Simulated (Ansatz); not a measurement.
**Relaxation of WC**

These are results of Ansatz, DFT r2SCAN, scalar-relativistic, plane waves, PAW, not measurements. Settings: 500 eV cutoff, 18×18×14 k-mesh, Gaussian smearing of 0.10 eV, no spin polarisation.

What was changed: relaxed at 25 GPa.

Spin–orbit coupling is left out, which can shift energies with elements as heavy as these.

Other phases may be more stable at this pressure.

Command:

```bash
ansatz run input.yaml --threads 1 --pin off --max-ram 2560MiB --backend cpu --events-out ev --progress --plain --runs-dir out
```

Input:

```yaml
crystal:
  lattice:
    - [2.8555378581, 0.0, 0.0]
    - [-1.427768929, 2.4729683266, 0.0]
    - [0.0, 0.0, 2.7875630811]
  atoms:
    - { symbol: W, position: [0.0, 0.0, 0.0] }
    - { symbol: C, position: [0.6666666667, 0.3333333333, 0.5] }
basis:
  ecutwfc: 500
kpoints:
  mp_grid: { grid: [18, 18, 14] }
hamiltonian:
  xc: r2scan
scf:
  occupations: { method: gaussian, width: 0.1 }
output:
  forces: true
  stress: true
  eigenvalues: true
relax:
  adjacent_minimum: "off"
  f_tol: 0.008
  max_steps: 50
  cell: { stress_tol: 0.08, p_target: 25.0 }
```

F is the free energy. Steps run on the plane waves of an earlier cell, but the last one, and at times one on the way, on a freshly chosen basis, so a repeated geometry can differ a little in energy. The relaxation lowers the enthalpy F + PV at the target pressure, so F itself can rise.

Steps:

| step | F − F(1) (eV) | largest force component (eV/Å) | V (Å³/atom) | P (GPa) |
| --- | --- | --- | --- | --- |
| 1 | 0.0000 | 0.000 | 9.842 | 25.59 |
| 2 | -0.0011 | 0.000 | 9.847 | 25.05 |
| 3 | -0.0034 | 0.000 | 9.853 | 24.97 |
| 4 | -0.0034 | 0.000 | 9.853 | 24.97 |

Relaxed structure:

```xyz
2
Lattice="2.8544 0.0000 0.0000 -1.4272 2.4720 0.0000 0.0000 0.0000 2.7926" Properties=species:S:1:pos:R:3 pbc="T T T"
W     0.0000    0.0000    0.0000
C     1.4272    0.8240    1.3963
```

The structure is hexagonal, space group P-6m2 (No. 187). Conventional cell: a = 2.854 Å, b = 2.854 Å, c = 2.793 Å, α = 90.00°, β = 90.00°, γ = 120.00°. Around W (site symmetry -6m2) lie 6 C at 2.16 Å. C (site symmetry -6m2) is surrounded by 6 W at 2.16 Å.

The run converged. Time: 83 s on 1 thread of Intel(R) Xeon(R) Platinum 8259CL CPU @ 2.50GHz (Skylake/Cascade Lake), with other jobs on the host, peak memory 0.54 GiB.